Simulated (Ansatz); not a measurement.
# WSe2: the cost of one run

Computed with Ansatz 0.2.0 (DFT PBE+D3(BJ), scalar-relativistic, plane waves, PAW, unless a step's input says otherwise).

16 further runs of the same task are left out: 16 set aside as unsound or not needed.

### Step 1. Starting point

It takes space group P-6m2 (No. 187, hexagonal). The conventional cell has a = 3.279 Å, b = 3.279 Å, c = 7.006 Å, α = 90.00°, β = 90.00°, γ = 120.00°. W (site symmetry -6m2) has 6 Se at 2.53 Å as nearest neighbours. Se (site symmetry 3m) is surrounded by 3 W at 2.53 Å.

As a file:

```
W Se
1.0
     3.27899    0.00000    0.00000
    -1.63949    2.83968    0.00000
     0.00000    0.00000    7.00562
W Se
1 2
Direct
  0.00000 0.00000 0.00000
  0.33333 0.66667 0.24055
  0.33333 0.66667 0.75945
```

It goes back to an entry of the Materials Project, which need not be the stable form.

It is the result of an earlier relaxation at this level (volume 21.74 Å³/atom; gap on the mesh: 1.34 eV).

### Step 2. Plan of the line

The energy is mapped over two homogeneous strains (x along [1 0 0], y along [1 2 0], z along [0 0 1] of the conventional cell).

First coordinate, strain +e along x and -e along y: 7 values from −15 to 15 %. Second coordinate, strain +e along z and -e/2 along x and y: 7 values from −7.00 %.

Nothing else is relaxed (fractional coordinates fixed). Energies count from the relaxed crystal. Points are written as (first, second).

### Step 3. Point (−10 %, 4.67 %)

Contents of input.yaml:

```yaml
crystal:
  lattice:
    - [2.874522633, 0.0, 0.0]
    - [-1.4372613165, 3.0573465711, 0.0]
    - [0.0, 0.0, 7.3327815212]
  atoms:
    - { symbol: W, position: [0.0, 0.0, 0.0] }
    - { symbol: Se, position: [0.3333333333, 0.6666666667, 0.2405528385] }
    - { symbol: Se, position: [0.3333333333, 0.6666666667, 0.7594471615] }
basis:
  ecutwfc: 420
kpoints:
  mp_grid: { grid: [9, 9, 4] }
hamiltonian:
  xc: pbe
  pseudopotentials: { kind: paw, azcp: { folder: soft_1 } }
  dispersion: d3bj
scf:
  occupations: { method: gaussian, width: 0.05 }
output:
  forces: true
  stress: true
  eigenvalues: true
```

The run is started by

```
$ ansatz run input.yaml --threads 1 --pin off --max-ram 2048MiB --backend cpu --events-out ev --progress --plain --runs-dir out
```

What time and memory should one allow on 1 thread of Arm Neoverse N1, shared host?

About 25 s, with a peak of 0.36 GiB.
